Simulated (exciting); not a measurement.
Here is an exciting (release sodium) calculation.

The input input.xml:

```xml
<input>
  <title>Be</title>
  <structure speciespath="./" tshift="false">
    <crystal scale="1">
      <basevect>4.318591112607 0.000000000000 0.000000000000</basevect>
      <basevect>-2.159295556304 3.740009612135 0.000000000000</basevect>
      <basevect>0.000000000000 0.000000000000 6.773156375884</basevect>
    </crystal>
    <species speciesfile="Be.xml" rmt="1.45">
      <atom coord="0.666666666700 0.333333333300 0.750000000000"/>
      <atom coord="0.333333333300 0.666666666700 0.250000000000"/>
    </species>
  </structure>
  <groundstate do="fromscratch" ngridk="13 13 8" rgkmax="7" gmaxvr="14" lmaxapw="10" lmaxmat="10" lmaxvr="8" xctype="GGA_PBE_SOL" stype="Fermi Dirac" swidth="0.00183747" nempty="10" ValenceRelativity="iora*" epsengy="1e-05" epspot="1e-05" maxscl="60" tforce="true" outputlevel="normal"/>
</input>
```

Potentials or basis: all-electron LAPW+lo, shipped species files, valence relativity iora*.

The run is started by

```console
$ OMP_NUM_THREADS=1 exciting_smp
```

Task: What does it give for the band gap on the k mesh?

Result: None (metal or under the smearing width).
